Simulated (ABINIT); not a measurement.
An input for ABINIT 10.8.3 (AlAs (F-43m)):

```
acell 3*1.0 Angstrom
rprim 
  0.000000000000 2.830400000000 2.830400000000
  2.830400000000 0.000000000000 2.830400000000
  2.830400000000 2.830400000000 -0.000000000000
ntypat 2
znucl 13 33
natom 2
typat 1 2
xred 
  0.000000000000 0.000000000000 0.000000000000
  0.250000000000 0.250000000000 0.250000000000
pp_dirpath "pseudos"
pseudos "Al.upf, As.upf"
ecut 34
ngkpt 4 4 4
nshiftk 1
shiftk 0 0 0
kptopt 1
chksymbreak 0
irdden 1
istwfk *1
nband 90
prtvol 0
optdriver 6
gwr_task "HDIAGO"
paral_kgb 0
occopt 1
indata_prefix "in"
outdata_prefix "out"
tmpdata_prefix "tmp"
```

```sh
OMP_NUM_THREADS=1 mpirun -n 4 abinit run.abi > log
```

Q: Estimate wall time and host memory on 4 MPI ranks of Arm Neoverse V1, shared host.

It took 40 s; on shared hardware allow 20 s to 80 s. Peak host memory was 2.0 GiB.

[Paths, hosts, dates, memory and timing lines, banners, echoed tables and standing remarks are left out of the program output.]

[Logs are printed without paths, hosts, clocks, repeated set-up lines and the standing remarks that a program may print on its own settings, such as how far it seeks lower states.]

[Runs of the session that timed out or met a known fault of the program may be left out.]

[Hosts, paths, dates, database ids (printed as entryN), source tags and the programs' standing remarks are cut or masked in the printed files.]

[G0W0 gaps are taken among the corrected bands and points alone; a level outside them can change the order at an edge.]

[Where Ansatz stands beside ABINIT at settings called matched, ABINIT's density can come from a denser mesh and the files from another edition; pairs whose starting gaps differed by over 0.03 eV were left out, so agreement reads better than it is.]
